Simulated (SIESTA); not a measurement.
The system is PtSe2 (Sudovikovite).

```
Pt Se
1.0
     3.72400    0.00000    0.00000
    -1.86200    3.22508    0.00000
     0.00000    0.00000    5.06200
Pt Se
1 2
Cartesian
  0.0000 0.0000 0.0000
  1.8620 1.0750 3.7965
  0.0000 2.1501 1.2655
```

Base run:

* Program: SIESTA 5.4.2
* Functional: PBEsol
* Potentials or basis: PseudoDojo 0.4 standard (PBEsol files)
* Basis: DZP (energy shift 0.003 Ry; two zetas on semicore shells)
* Grid cutoff: 800 Ry
* Energy shift: 0.003 Ry
* k mesh: 8 × 8 × 5
* Occupations: fermi-dirac, width 0.05 eV
* Spin: no spin polarisation

Its results: band gap on the k mesh none (metal or under the smearing width); pressure 6.5 GPa; largest force 0.936 eV/Å.

Problem. The run is repeated on the same cell with these changes: functional from PBEsol to vdW-DF-cx; potentials or basis from PseudoDojo 0.4 standard (PBEsol files) to PseudoDojo 0.4 standard (PBE files). What comes out?

Solution. Band gap on the k mesh none (metal or under the smearing width); pressure 8.2 GPa; largest force 1.134 eV/Å.

Caveats: short orbitals over semicore shells can move pressures by several GPa; spin-orbit coupling is left out, which moves the levels of the heavy elements; the basis of atomic orbitals isn't converged, which shifts pressures, moduli and gaps; the potentials were made for another functional, which shifts forces and pressure (some runs).
